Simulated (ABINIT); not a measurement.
PbF2 (Fluorocronite):

```
Pb F
1.0
     0.00000    2.96366    2.96366
     2.96366    0.00000    2.96366
     2.96366    2.96366    0.00000
Pb F
1 2
Direct
  0.00000 0.00000 0.00000
  0.75000 0.75000 0.75000
  0.25000 0.25000 0.25000
```

Program: ABINIT 10.8.3 (patched build). Alike in all runs: no spin polarisation; cell as given; smearing fermi-dirac 0.05 eV.

**Question.** Order these runs on this cell by their pressure, lowest first.
A. level LDA; potentials or basis PseudoDojo NC SR LDA v0.4.1 standard; k mesh 8 × 8 × 8; cutoff (eV) 1143
B. level HCTH407; potentials or basis JTH PAW PBE v2.0; k mesh 8 × 8 × 8; cutoff (eV) 626; fine-grid cutoff 1224.51 eV
C. level PBEsol; potentials or basis JTH PAW PBE v2.0; k mesh 10 × 10 × 10; cutoff (eV) 626; fine-grid cutoff 1224.51 eV

**Answer.** A (-4.5 GPa), C (-1.2 GPa), B (5.9 GPa).

Caveats: the PAW data sets were made with another functional, which shifts forces and pressure a little (some runs).

Runs at the PBE level aren't shown here.
